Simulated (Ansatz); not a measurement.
`[F][Sn]([F])([F])[GeH3]` + acetic acid → `CC(=O)[O][GeH3]` + `[F][SnH]([F])[F]` at 700 K and 1 bar (cleavage of the Ge–Sn bond).

Computed with Ansatz on PBE0-D4/def2-TZVP structures; ΔE is electronic, products minus reactants. CCSD(T)/CBS is the MP2 limit (def2-TZVPP, def2-QZVPP) plus CCSD(T) − MP2 in def2-TZVPP, frozen cores. Elements past krypton have def2 core potentials. For Ge, Sn outer-core shells are correlated without core-valence functions, which leaves a few kJ/mol of doubt a bond. Scalar relativity is left out up to krypton. Each species was taken in one conformer, which may not be the lowest.

```tsv
species	CCSD(T)/CBS energy (Eh)	H − E (kJ/mol)	S (J/(mol·K))
`[F][Sn]([F])([F])[GeH3]`	-2591.43115	158.7	514.7
`CC(=O)O`	-228.87529	215.3	365.4
`CC(=O)[O][GeH3]`	-2306.19992	276.8	469.6
`[F][SnH]([F])[F]`	-514.09299	86.3	387.9
```

H − E and S are ideal-gas, rigid-rotor, harmonic terms from PBE0-D4/def2-TZVP, for one conformer and one mirror image of each species. 1 Eh = 2625.50 kJ/mol, R = 8.31446 J/(mol·K).

**Question.** By hand: ΔE, ΔH, ΔS and ΔG.

**Answer.** ΔE = (-2306.19992) + (-514.09299) − (-2591.43115) − (-228.87529) = 0.01353 Eh = 35.5 kJ/mol. Δ(H − E) = 276.8 + 86.3 − 158.7 − 215.3 = -10.9, so ΔH = 24.6 kJ/mol. ΔS = 469.6 + 387.9 − 514.7 − 365.4 = -22.6 J/(mol·K). ΔG = 24.6 − 700 × (-22.6)/1000 = 40.4 kJ/mol.

**Question.** By hand: the equilibrium constant, and the temperature at which ΔG would vanish if ΔH and ΔS stayed fixed.

**Answer.** log₁₀ K = −ΔG/(RT ln 10) = -3.0. ΔH and −TΔS have one sign here, so there is no such temperature.

TΔS isn't small against ΔH here. A doubt of 5 kJ/mol in ΔE shifts log₁₀ K by 0.4 here. Other conformers and mirror images would add mixing entropy, several J/(mol·K) or more a flexible species. Modes under 60 cm⁻¹, often nearly free rotors, make the harmonic entropy too high. These are equilibria of isolated gas molecules and say nothing of rates. Largest T1 diagnostic: 0.015 (customary marks: 0.02 for closed shells, 0.045 for open ones).
